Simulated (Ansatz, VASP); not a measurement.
## KCl in VASP and in Ansatz

The input INCAR:

```
SYSTEM = KCl
PREC     = Accurate       ! precision mode
ENCUT    = 520            ! plane-wave cutoff, eV
EDIFF    = 1E-7           ! SCF threshold, eV
ISMEAR   = 0              ! smearing method
SIGMA    = 0.05           ! smearing width, eV
LREAL    = .False.        ! projectors in reciprocal space
LASPH    = .True.         ! aspherical terms in the spheres
NELM     = 80             ! most SCF steps
ALGO     = Fast           ! electronic algorithm
ISIF     = 2              ! what is computed and relaxed
LWAVE    = .False.        ! write WAVECAR
LCHARG   = .True.         ! write CHGCAR
GGA      = PS             ! functional
LELF     = .True.         ! ELF
LVHAR    = .True.       
NBANDS   = 24             ! bands
```

File KPOINTS:

```
regular mesh
0
Gamma
  6 6 6
  0 0 0
```

POSCAR

```
KCl
1.0
    0.0000000000     -3.1207041401     -3.1207041401
   -3.1207041401      0.0000000000     -3.1207041401
    3.1207041401      3.1207041401     -6.2414082803
K Cl
2 2
Direct
    0.5244053508      0.4918648831      0.4918648831
    0.0244053508      0.9918648831     -0.0081351169
    0.7230829979      0.7589723340      0.7589723340
    0.2230829979      0.2589723340      0.2589723340
```

Input for Ansatz:

```yaml
crystal:
  lattice:
    - [0.0, -3.1207041401, -3.1207041401]
    - [-3.1207041401, 0.0, -3.1207041401]
    - [3.1207041401, 3.1207041401, -6.2414082803]
  atoms:
    - { symbol: K, position: [0.5244053508, 0.4918648831, 0.4918648831] }
    - { symbol: K, position: [0.0244053508, 0.9918648831, -0.0081351169] }
    - { symbol: Cl, position: [0.7230829979, 0.758972334, 0.758972334] }
    - { symbol: Cl, position: [0.2230829979, 0.258972334, 0.258972334] }
basis:
  ecutwfc: 420
kpoints:
  mp_grid: { grid: [6, 6, 6] }
hamiltonian:
  xc: pbesol
scf:
  occupations: { method: gaussian, width: 0.05 }
output:
  forces: true
  stress: true
  eigenvalues: true
```

Change from the starting cell: mode 4 frozen in at +0.000 Å and mode 9 at -0.112 Å (largest displacements).

Alike in both runs: task single point; functional PBEsol; k mesh 6 × 6 × 6; occupations gaussian, width 0.05 eV; no spin polarisation.

|  | VASP | Ansatz |
| --- | --- | --- |
| version | VASP 6.6.1 | Ansatz 0.2.0 |
| potentials or method | VASP PAW PBE potentials, release 64 (K_sv, Cl) | scalar-relativistic, plane waves, PAW |
| plane-wave cutoff (eV) | 520 | 420 |
| valence electrons in the cell | 32 | 32 |

Ansatz gave:

| Property | Result |
| --- | --- |
| gap on the k mesh at the Fermi level (eV) | 5.12 |
| least direct gap on the mesh (eV) | 5.12 |
| pressure (GPa) | 0.4 |
| largest component of the traceless stress (GPa) | 0.86 |
| rms of the force components (eV/Å) | 0.189 |

**Question.** Estimate VASP's values.

**Answer.** gap on the k mesh at the Fermi level (eV): 5.11; least direct gap on the mesh (eV): 5.11; pressure (GPa): 0.4; largest component of the traceless stress (GPa): 0.88; rms of the force components (eV/Å): 0.193.

Atom by atom the forces differ by 0.004 eV/Å (rms over components).

Caveats: the PAW data sets were made with another functional, which shifts forces and pressure a little (VASP). A k mesh can miss the band edges.
